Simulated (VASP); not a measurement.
Set up this calculation in VASP 6.6.1, as the native input.

* Task: density of states
* Functional: RPBE
* Dispersion: D4
* Potentials or basis: VASP PAW PBE potentials, release 64 (Co, Al)
* Cutoff: 520 eV
* k mesh: 7 × 7 × 7
* Occupations: methfessel-paxton, width 0.2 eV
* Spin: non-collinear spin, random start
* Starting moments: [[0.259, -1.363, 0.185], [0.0, -0.0, -0.0]] μB
* Hubbard terms: Co d U = 8 eV, J = 1.0 eV
* LDAUTYPE: 1
* Hund's J: 1
* k mesh for the DOS: 11 × 11 × 11
* Occupations for the DOS: tetrahedron
* Further INCAR settings: ALGO = All; EDIFF = 1e-07; NBANDS = 24

The system is AlCo.

```
Co Al
1.0
     2.81940    0.00000    0.00000
     0.00000    2.81940    0.00000
     0.00000    0.00000    2.81940
Co Al
1 1
Direct
  0.50000 0.50000 0.50000
  0.00000 0.00000 0.00000
```

The cell is a database's computed one.

One way to write it, as run:

POSCAR

```
AlCo
2.8194
    1.000001138540      0.000000000000      0.000000000000
    0.000000000000      1.000001138540      0.000000000000
    0.000000000000      0.000000000000      1.000001138540
Co Al
1 1
Direct
    0.5000000000      0.5000000000      0.5000000000
    0.0000000000      0.0000000000      0.0000000000
```

INCAR.step1

```
SYSTEM = AlCo
ALGO = All
EDIFF = 1E-7
ENCUT = 520
GGA = RP
ISIF = 2
ISMEAR = 1
IVDW = 13
LASPH = .TRUE.
LCHARG = .TRUE.
LDAU = .TRUE.
LDAUJ = 1 0
LDAUL = 2 -1
LDAUPRINT = 1
LDAUTYPE = 1
LDAUU = 8 0
LMAXMIX = 4
LNONCOLLINEAR = .TRUE.
LREAL = .FALSE.
LWAVE = .FALSE.
MAGMOM = 0.259 -1.363 0.185 0 0 0
NBANDS = 24
NELM = 120
PREC = Accurate
SIGMA = 0.2
```

KPOINTS.step1

```
k-points
0
G
  7 7 7
  0 0 0
```

INCAR.step2

```
SYSTEM = AlCo
ALGO = All
EDIFF = 1E-7
ENCUT = 520
GGA = RP
ICHARG = 11
ISIF = 2
ISMEAR = -5
IVDW = 13
LASPH = .TRUE.
LCHARG = .FALSE.
LDAU = .TRUE.
LDAUJ = 1 0
LDAUL = 2 -1
LDAUPRINT = 1
LDAUTYPE = 1
LDAUU = 8 0
LMAXMIX = 4
LNONCOLLINEAR = .TRUE.
LORBIT = 11
LREAL = .FALSE.
LWAVE = .FALSE.
MAGMOM = 0.259 -1.363 0.185 0 0 0
NBANDS = 24
NEDOS = 1001
NELM = 120
PREC = Accurate
SIGMA = 0.2
```

KPOINTS.step2

```
k-points
0
G
  11 11 11
  0 0 0
```

Potentials or basis: VASP PAW PBE potentials, release 64 (Co, Al).

Launch:

```sh
$ cat potpaw_PBE.64/Co/POTCAR potpaw_PBE.64/Al/POTCAR > POTCAR
$ cp INCAR.step1 INCAR
$ cp KPOINTS.step1 KPOINTS
$ mpirun -np 1 vasp_ncl > vasp.out
$ cp INCAR.step2 INCAR
$ cp KPOINTS.step2 KPOINTS
$ mpirun -np 1 vasp_ncl > vasp.out
```

It gave:

```yaml
Net_moment: 1.75 μB per cell
Valence_electrons_inside_the_program's_atomic_spheres: Co 8.64; Al 0.87
Dispersion_energy_per_atom: -0.876 eV
```

Caveat: the U is typed as a test and isn't derived for this compound.

It took 20 min on 1 thread of AMD EPYC 7R13 Processor (Zen 3) (shared host), peak memory 1.2 GiB.
